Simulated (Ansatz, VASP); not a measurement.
**Two plane-wave programs on BaTiO3**

```
CELL_PARAMETERS angstrom
2.86037 1.65144 2.34605
-2.86037 1.65144 2.34605
0.00000 -3.30287 2.34605
ATOMIC_POSITIONS crystal
Ba 0.00268 0.00268 0.00268
Ti 0.51280 0.51280 0.51280
O 0.49032 0.49032 0.98258
O 0.49032 0.98258 0.49032
O 0.98258 0.49032 0.49032
```

Alike in both runs: functional PBE; k mesh 6 × 6 × 6; occupations gaussian, width 0.02 eV; no spin polarisation; Hubbard terms Ti d U = 4.0 eV.

Ansatz relaxed the structure, and its values are those at the end. VASP's run is a single point on that final structure, the one shown.

```csv
,VASP,Ansatz
version,VASP 6.6.1,Ansatz 0.2.0
potentials or method,"VASP PAW PBE potentials, release 64 (Ba_sv, Ti_sv, O)","scalar-relativistic, plane waves, PAW"
plane-wave cutoff (eV),520,420
valence electrons in the cell,40,40
```

|  | VASP | Ansatz | Ansatz less VASP |
| --- | --- | --- | --- |
| gap on the k mesh at the Fermi level (eV) | 2.62 | 2.65 | +0.025 |
| least direct gap on the mesh (eV) | 3.03 | 3.03 | +0.007 |
| pressure (GPa) | 3.5 | 0.0 | -3.47 |
| rms of the force components (eV/Å) | 0.226 | 0.000 | -0.2260 |

The programs project onto different local orbitals, so the same U acts differently.

Caveats: spin-orbit coupling is left out, which moves the levels of the heavy elements. A k mesh can miss the band edges.
